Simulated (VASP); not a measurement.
Runs of VASP 6.6.1 on Tl. Symmetry: Im-3m, No. 229, cubic system. The conventional cell has a = 3.912 Å, b = 3.912 Å, c = 3.912 Å, α = 90.00°, β = 90.00°, γ = 90.00°. Around Tl (site symmetry m-3m) lie 8 Tl at 3.39 Å. This isn't the form of Tl at room conditions, which is hcp.

```csv
task,level,potentials or basis,spin,cell,k mesh,cutoff (eV),smearing,grid for exact exchange (PRECFOCK),exchange at q = 0,k mesh for the DOS,other keys,mesh quality,gap on the mesh (eV),pressure (GPa),moment (μB)
single point,PBE,"VASP PAW PBE potentials, release 64 (Tl_d_GW)",off,as given,10 × 10 × 10,550,gaussian 0.1 eV,-,-,-,-,not flagged,none,1.2,-
band structure,r2SCAN0,"VASP PAW PBE potentials, release 64 (Tl_d)",off,as given,5 × 5 × 5,520,fermi-dirac 0.02 eV,Fast,default,-,-,coarse,-,(a),-
single point,PBEsol,"VASP PAW PBE potentials, release 64 (Tl_d)",off,as given,10 × 10 × 10,520,gaussian 0.02 eV,-,-,-,-,not flagged,none,-1.6,-
relaxation of the atoms,r2SCAN50+D4,"VASP PAW PBE potentials, release 64 (Tl_d)","collinear, ferromagnetic start",atoms relaxed from: cell strained at random at fixed volume,5 × 5 × 5,520,gaussian 0.05 eV,Fast,truncated,-,EDIFFG = -0.05; IBRION = 1; POTIM = 0.2,coarse,none,-1.1,0.01
phonons,LDA,"VASP PAW LDA potentials, release 54 (Tl_d)","collinear, ferromagnetic start",relaxed,7 × 7 × 7,600,methfessel-paxton 0.2 eV,-,-,-,-,not flagged,-,-,0.00
single point,PBE+dDsC,"VASP PAW PBE potentials, release 64 (Tl)","collinear, ferromagnetic start",cell strained at random at fixed volume,10 × 10 × 10,500,gaussian 0.05 eV,-,-,-,-,not flagged,none,-1.0,0.00
```

Problem. Fill in the values left out.

Solution. (a) 0.6.

Caveats: some runs use coarse meshes; the PAW data sets were made with another functional, which shifts forces and pressure a little (some runs); pairwise dispersion overbinds metals, which lowers pressure and volume (some runs); an unscreened hybrid on a path of extra k points without a Coulomb cutoff has errors near the mesh points, so the bands along the path aren't reliable (some runs); spin-orbit coupling is left out, which moves the levels of the heavy elements (some runs); the relaxation stopped at its first step, so nothing moved (some runs).

A k mesh can miss the band edges, and the runs leave out spin-orbit coupling on Tl.

A gap of «none» marks a metal or a gap under the smearing width.

The runs don't all hold the same shells in valence.
